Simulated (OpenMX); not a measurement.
BeTe: band structure with PBE

The system is BeTe.

```
CELL_PARAMETERS angstrom
0.00000 2.68031 2.68031
2.68031 0.00000 2.68031
2.68031 2.68031 0.00000
ATOMIC_POSITIONS crystal
Be 0.50000 0.50000 0.50000
Te 0.00000 0.00000 0.00000
```

The cell was built by a generator and needn't be a form met in nature.

```
Program             : OpenMX 3.8.5
Task                : band structure
Functional          : PBE
Potentials or basis : OpenMX 2013 PBE set, Be7.0-s2p2, Te7.0-s3p2d2f1, grid cutoff 500 Ry
k mesh              : 5 × 5 × 5
Occupations         : fermi-dirac, width 0.05 eV
Spin                : non-collinear spin, zero start, spin-orbit coupling
Starting moments    : [[0.0, 0.0, 0.0], [0.0, 0.0, 0.0]] μB
Mixing scheme       : rmm-diisk
SCF threshold       : 1e-07 Ha
Solver              : band
Max SCF cycles      : 100
```

```
Band gap along the path : none (metal or under the smearing width)
Net moment              : 0.00 μB per cell
Mulliken charges        : Be +0.53; Te -0.53 e
```

Levels at the corners of the path, in eV from the Fermi level:
```tsv
point	band 14	band 15	band 16	band 17	band 18	band 19	band 20	band 21	band 22	band 23
Γ	-1.03	-0.16	-0.16	-0.16	-0.16	3.54	3.54	5.86	5.86	6.25
X	-6.28	-3.38	-3.38	-3.01	-3.01	-1.11	-1.11	3.14	3.14	8.48
W	-5.29	-4.93	-4.93	-4.32	-4.32	3.26	3.26	3.29	3.29	7.40
K	-5.70	-5.16	-5.16	-2.52	-2.52	0.39	0.39	5.82	5.82	6.17
Γ	-1.03	-0.16	-0.16	-0.16	-0.16	3.54	3.54	5.86	5.86	6.25
L	-6.99	-0.72	-0.72	-0.03	-0.03	2.13	2.13	2.14	2.14	2.87
U	-5.70	-5.16	-5.16	-2.52	-2.52	0.39	0.39	5.82	5.82	6.17
W	-5.29	-4.93	-4.93	-4.32	-4.32	3.26	3.26	3.29	3.29	7.40
L	-6.99	-0.72	-0.72	-0.03	-0.03	2.13	2.13	2.14	2.14	2.87
K|U	-5.70	-5.16	-5.16	-2.52	-2.52	0.39	0.39	5.82	5.82	6.17
X	-6.28	-3.38	-3.38	-3.01	-3.01	-1.11	-1.11	3.14	3.14	8.48
```

Run time: 2.4 min on 1 thread of Arm Neoverse V1, with other jobs on the host, peak memory 1.1 GiB.

Caveat: the k mesh is coarse (spacing up to 0.41 Å⁻¹), so the values aren't converged; Mulliken charges move with the basis; total energies with and without spin-orbit coupling shouldn't be compared in this program; the basis of atomic orbitals isn't converged, which shifts pressures, moduli and gaps.
